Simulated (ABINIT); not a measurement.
# BN (F-43m) in ABINIT: settings compared

One crystal, BN, is run at these levels: TB-mBJ, r2SCAN; tasks: band structure, equation of state.

All numbers are computed with ABINIT 10.8.3 (patched build); they aren't measurements. Logs are shortened: lines on timing, memory, paths and dates and some standing lists are left out, and cuts for length are marked. The log counts tension as positive stress, the text compression.

**What was measured.**

From a printed reference work, monograph, for a bulk crystal of BN at 300 K: band gap 6.4 eV (indirect).

The results are compared with them further down.

### Step 1. Starting point

Symmetry: F-43m, No. 216, cubic system. The conventional cell has a = 3.626 Å, b = 3.626 Å, c = 3.626 Å, α = 90.00°, β = 90.00°, γ = 90.00°. Around N (site symmetry -43m) lie 4 B at 1.57 Å. Around B (site symmetry -43m) lie 4 N at 1.57 Å.

The cell is a database's computed one.

### Step 2. Band structure, TB-mBJ

File run.abi:

```
# Datasets: ground state, then fixed potential
ndtset 2

# Pseudopotentials
pp_dirpath "./"
pseudos "N.LDA_PW-JTH.xml, B.LDA_PW-JTH.xml"

# Structure
acell 3*1.0
rprim
     0.0000000000     3.4260753537     3.4260753537
     3.4260753537     0.0000000000     3.4260753537
     3.4260753537     3.4260753537     0.0000000000
ntypat 2
znucl 7 5
natom 2
typat 1 2
xred
     0.2500000000     0.2500000000     0.2500000000
     0.0000000000     0.0000000000     0.0000000000

# Plane-wave basis
ecut 31.0
pawecutdg 53.0

# Exchange and correlation
ixc -208012
usekden 1
pawxcdev 0

# Bands and occupations
occopt 3
tsmear 0.05 eV

# SCF cycle
nstep 100
diemix 0.3
optforces 0
optstress 0

# Output
iomode 3
prtwf 0
prteig 0
prtebands 0
prtden1 1
prtkden1 1

# Dataset 1
kptopt1 1
ngkpt1 13 13 13
nshiftk1 1
shiftk1 0.0 0.0 0.0
nband1 8
tolvrs1 1.0e-7

# Dataset 2: bands along G-X-W-K-G-L-U-W-L-K
iscf2 -2
getden2 1
getkden2 1
nband2 14
nbdbuf2 4
tolwfr2 1.0e-11
kptopt2 -9
ndivsm2 8
prteig2 1
kptbounds2
     0.0000000000     0.0000000000     0.0000000000
     0.5000000000     0.0000000000     0.5000000000
     0.5000000000     0.2500000000     0.7500000000
     0.3750000000     0.3750000000     0.7500000000
     0.0000000000     0.0000000000     0.0000000000
     0.5000000000     0.5000000000     0.5000000000
     0.6250000000     0.2500000000     0.6250000000
     0.5000000000     0.2500000000     0.7500000000
     0.5000000000     0.5000000000     0.5000000000
     0.3750000000     0.3750000000     0.7500000000
```

Potentials or basis: JTH PAW LDA v2.0.

Command:

```bash
$ abinit run.abi > log 2>&1
```

run.abo:

```text
.Version 10.8.3 of ABINIT
 DATASET    1 : space group F-4 3 m (#216); Bravais cF (face-center cubic)
================================================================================
 Values of the parameters that define the memory need for DATASET  1.
     intxc =       0    ionmov =       0      iscf =       7    lmnmax =       8
     lnmax =       4     mgfft =      27  mpssoang =       2    mqgrid =    3001
     natom =       2  nloc_mem =       2    nspden =       1   nspinor =       1
    nsppol =       1      nsym =      24    n1xccc =       1    ntypat =       2
    occopt =       3   xclevel =       2
       mpw =         676          nfft =       19683          nkpt =          84
 PAW method is used; the additional fine FFT grid is defined by:
   mgfftf=        32    nfftf =     32768
================================================================================
================================================================================

 DATASET    2 : space group F-4 3 m (#216); Bravais cF (face-center cubic)
================================================================================
 Values of the parameters that define the memory need for DATASET  2.
     intxc =       0    ionmov =       0      iscf =      -2    lmnmax =       8
     lnmax =       4     mgfft =      27  mpssoang =       2    mqgrid =    3001
     natom =       2  nloc_mem =       2    nspden =       1   nspinor =       1
    nsppol =       1      nsym =      24    n1xccc =       1    ntypat =       2
    occopt =       3   xclevel =       2
       mpw =         684          nfft =       19683          nkpt =         139
 PAW method is used; the additional fine FFT grid is defined by:
   mgfftf=        32    nfftf =     32768
================================================================================
================================================================================

--------------------------------------------------------------------------------
------------- Echo of variables that govern the present computation ------------
--------------------------------------------------------------------------------
 -outvars: echo values of preprocessed input variables --------
            acell      1.0000000000E+00  1.0000000000E+00  1.0000000000E+00 Bohr
              amu      1.40067400E+01  1.08110000E+01
           diemix      3.00000000E-01
             ecut      3.10000000E+01 Hartree
           getden1          0
           getden2          1
          getkden1          0
          getkden2          1
             iscf1          7
             iscf2         -2
                       outvar_i_n : Printing only first  50 k-points.
              ixc     -208012
           jdtset        1    2
                       outvar_i_n : Printing only first  50 k-points.
           kptopt1          1
           kptopt2         -9
         kptrlatt       13    0    0      0   13    0      0    0   13
          kptrlen1     6.29876290E+01
[... 1152 lines left out ...]

================================================================================

 ----iterations are completed or convergence reached----

 Mean square residual over all n,k,spin=   35.766E-13; max=  99.032E-13
 reduced coordinates (array xred) for    2 atoms
       0.250000000000      0.250000000000      0.250000000000
       0.000000000000      0.000000000000      0.000000000000

 cartesian coordinates (angstrom) at end:
    1      0.90650049939226     0.90650049939226     0.90650049939226
    2      0.00000000000000     0.00000000000000     0.00000000000000
 length scales=  1.000000000000  1.000000000000  1.000000000000 bohr
              =  0.529177210544  0.529177210544  0.529177210544 angstroms
 Eigenvalues (hartree) for nkpt= 139  k points:
 kpt#   1, nband= 14, wtk=  1.00000, kpt=  0.0000  0.0000  0.0000 (reduced coord)
  -0.44029    0.31274    0.31274    0.31274    0.69306    0.69306    0.69306    0.73123
   1.28359    1.33421    1.33421    1.40967    1.40967    1.40967
 kpt#   2, nband= 14, wtk=  1.00000, kpt=  0.0217  0.0000  0.0217 (reduced coord)
  -0.43974    0.31115    0.31143    0.31143    0.69177    0.69494    0.69494    0.73338
   1.28273    1.31471    1.33499    1.41115    1.41115    1.42959
 kpt#   3, nband= 14, wtk=  1.00000, kpt=  0.0435  0.0000  0.0435 (reduced coord)
  -0.43810    0.30646    0.30757    0.30757    0.68836    0.70050    0.70050    0.73926
   1.26453    1.29663    1.33734    1.41559    1.41559    1.46416
 kpt#   4, nband= 14, wtk=  1.00000, kpt=  0.0652  0.0000  0.0652 (reduced coord)
  -0.43537    0.29887    0.30141    0.30141    0.68359    0.70945    0.70945    0.74778
   1.22489    1.29937    1.34124    1.42298    1.42298    1.49736
 kpt#   5, nband= 14, wtk=  1.00000, kpt=  0.0870  0.0000  0.0870 (reduced coord)
  -0.43156    0.28876    0.29337    0.29337    0.67789    0.72142    0.72142    0.75798
   1.18369    1.30646    1.34671    1.43330    1.43330    1.52577
 kpt#   6, nband= 14, wtk=  1.00000, kpt=  0.1087  0.0000  0.1087 (reduced coord)
  -0.42668    0.27644    0.28383    0.28383    0.67142    0.73597    0.73597    0.76894
[... 386 lines left out ...]
  -0.26342   -0.00942    0.09621    0.19396    0.65303    0.87467    0.90097    0.94157
   1.07321    1.29561    1.37121    1.57520    1.76067    1.87288
 kpt# 136, nband= 14, wtk=  1.00000, kpt=  0.4018  0.4018  0.6964 (reduced coord)
  -0.25836    0.00063    0.07812    0.18760    0.64237    0.87251    0.92024    0.95343
   1.06107    1.29826    1.37208    1.60934    1.77614    1.87061
 kpt# 137, nband= 14, wtk=  1.00000, kpt=  0.3929  0.3929  0.7143 (reduced coord)
  -0.25390    0.01060    0.06258    0.18179    0.63261    0.86095    0.93770    0.97187
   1.05238    1.30492    1.37216    1.63686    1.78698    1.87155
 kpt# 138, nband= 14, wtk=  1.00000, kpt=  0.3839  0.3839  0.7321 (reduced coord)
  -0.25046    0.01860    0.05199    0.17666    0.62378    0.84538    0.95267    0.98983
   1.04863    1.31604    1.37139    1.65385    1.79152    1.88190
 kpt# 139, nband= 14, wtk=  1.00000, kpt=  0.3750  0.3750  0.7500 (reduced coord)
  -0.24849    0.02011    0.05137    0.17230    0.61593    0.82853    0.96463    1.00055
   1.05357    1.33179    1.36982    1.65950    1.78829    1.89944

== END DATASET(S) ==============================================================
================================================================================

 -outvars: echo values of variables after computation  --------
            acell      1.0000000000E+00  1.0000000000E+00  1.0000000000E+00 Bohr
           etotal1    -9.3209789234E+00
            fcart1     9.9999999999E+99  9.9999999999E+99  9.9999999999E+99
                       9.9999999999E+99  9.9999999999E+99  9.9999999999E+99
            rprim      0.0000000000E+00  3.4260753537E+00  3.4260753537E+00
                       3.4260753537E+00  0.0000000000E+00  3.4260753537E+00
                       3.4260753537E+00  3.4260753537E+00  0.0000000000E+00
           strten1     9.9999999999E+99  9.9999999999E+99  9.9999999999E+99
                       9.9999999999E+99  9.9999999999E+99  9.9999999999E+99
           xangst      9.0650049939E-01  9.0650049939E-01  9.0650049939E-01
                       0.0000000000E+00  0.0000000000E+00  0.0000000000E+00
             xred      2.5000000000E-01  2.5000000000E-01  2.5000000000E-01
                       0.0000000000E+00  0.0000000000E+00  0.0000000000E+00
 Calculation completed.
```

Run time: 4 min. Hardware: 1 thread of Arm Neoverse V1, shared host; peak memory 0.13 GiB.

What came out:

```
Band gap on the k mesh                                : 5.96 eV, indirect (least direct gap 10.35 eV)
Band gap along the path                               : 5.89 eV, indirect (least direct gap 10.35 eV)
Valence electrons inside the program's atomic spheres : N 2.74; B 1.98
```

Levels at the corners of the path, in eV from the valence-band top:
```
point  band 1  band 2  band 3  band 4  band 5  band 6  band 7  band 8
    Γ  -20.49    0.00    0.00    0.00   10.35   10.35   10.35   11.39
    X  -15.30   -8.70   -4.61   -4.61    5.89   10.25   20.15   20.15
    W  -15.08   -7.50   -6.52   -5.95   10.94   14.97   15.84   15.94
    K  -15.27   -7.96   -7.11   -3.82    8.25   14.04   17.74   18.72
    Γ  -20.49    0.00    0.00    0.00   10.35   10.35   10.35   11.39
    L  -16.61  -10.20   -1.81   -1.81   11.04   12.19   12.19   17.23
    U  -15.27   -7.96   -7.11   -3.82    8.25   14.04   17.74   18.72
    W  -15.08   -7.50   -6.52   -5.95   10.94   14.97   15.84   15.94
    L  -16.61  -10.20   -1.81   -1.81   11.04   12.19   12.19   17.23
    K  -15.27   -7.96   -7.11   -3.82    8.25   14.04   17.74   18.72
```

Caveat: the constant c of TB-mBJ comes from the pseudo density here, which moves gaps by up to 0.3 eV between sets of potentials.

[end of part 1 of 2]
